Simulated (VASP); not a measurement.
Set up this calculation in VASP 6.6.1, as the native input.

```
Task                   : single point
Functional             : PBEsol
Potentials or basis    : VASP PAW PBE potentials, release 64 (W_sv, S)
Cutoff                 : 520 eV
k mesh                 : 6 × 6 × 6
Occupations            : gaussian, width 0.05 eV
Spin                   : collinear spin, ferromagnetic start
Starting moments       : [0.5, 0.0, 0.0] μB
Hubbard terms          : W d U = 5 eV
Further INCAR settings : ALGO = Fast; EDIFF = 1e-06
```

The structure of WS2 lies in POSCAR:

```
WS2
1.0
    0.0000000000      3.0079352200      3.0079352200
    3.0079352200      0.0000000000      3.0079352200
    3.0079352200      3.0079352200      0.0000000000
W S
1 2
Direct
    0.0000000000      0.0000000000      0.0000000000
    0.2500000000      0.2500000000      0.2500000000
    0.7500000000      0.7500000000      0.7500000000
```

Measurements of this composition are mostly on another form, of space group No. 194.

The input as run:

INCAR

```
SYSTEM = WS2
ALGO = Fast
EDIFF = 1E-6
ENCUT = 520
GGA = PS
ISIF = 2
ISMEAR = 0
ISPIN = 2
LASPH = .True.
LCHARG = .True.
LDAU = .True.
LDAUJ = 0 0
LDAUL = 2 -1
LDAUPRINT = 1
LDAUTYPE = 2
LDAUU = 5 0
LELF = .True.
LMAXMIX = 4
LORBIT = 11
LREAL = .False.
LVHAR = .True.
LWAVE = .False.
MAGMOM = 0.5 0 0
NELM = 60
PREC = Accurate
SIGMA = 0.05
```

KPOINTS

```
k-points
0
Gamma
  6 6 6
  0 0 0
```

Potentials or basis: VASP PAW PBE potentials, release 64 (W_sv, S).

Run with:

```bash
$ cat potpaw_PBE.64/W_sv/POTCAR potpaw_PBE.64/S/POTCAR > POTCAR
$ mpirun -np 1 vasp_std > vasp.out
```

It gave:

The pressure is -2.7 GPa, the band gap on the k mesh is none (metal or under the smearing width) and the net moment is 1.96 μB per cell. The site moments are W +1.78; S -0.09 μB and the valence electrons inside the program's atomic spheres are W 11.62; S 3.70.

Caveat: the PAW data sets were made with another functional, which shifts forces and pressure a little.

Wall time 28 s on 1 thread of Intel(R) Xeon(R) Platinum 8488C (Sapphire Rapids), with other jobs on the host, peak memory 0.2 GiB.
